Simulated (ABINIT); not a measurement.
Here is an ABINIT 10.8.3 (patched build) calculation.

The input run.abi:

```
# Pseudopotentials
pp_dirpath "./"
pseudos "Sn.LDA_PW-JTH_sp.xml"

# Structure
acell 8.7547428802 8.7547428802 8.7547428802
rprim
     0.0000000000     0.7071067812     0.7071067812
     0.7071067812     0.0000000000     0.7071067812
     0.7071067812     0.7071067812     0.0000000000
ntypat 1
znucl 50
natom 2
typat 1 1
xred
     0.7500000000     0.7500000000     0.7500000000
     0.5000000000     0.5000000000     0.5000000000
chkprim 0
chksymtnons 0
tolsym 1.0e-6

# Plane-wave basis
ecut 15.0
pawecutdg 30.0

# k points
kptopt 4
ngkpt 5 5 5
nshiftk 1
shiftk 0.0 0.0 0.0

# Exchange and correlation
ixc 7

# Bands and occupations
nband 16
occopt 3
tsmear 0.00183747

# Spin
nspinor 2
nspden 1
pawspnorb 1

# SCF cycle
nstep 100
tolvrs 1.0e-9

# Output
iomode 3
prtwf 0
prtden 0
prteig 0
prtebands 0
enunit 2
```

Potentials or basis: JTH PAW LDA v2.0 sp.

The run is started by

```console
$ abinit run.abi > log 2>&1
```

Q: Predict the pressure.

A: -1.2 GPa.

Q: Predict the band gap on the k mesh.

A: None (metal or under the smearing width).

Caveat: this set keeps more shells in the core, which shifts pressures and gaps; the atomic spheres overlap.
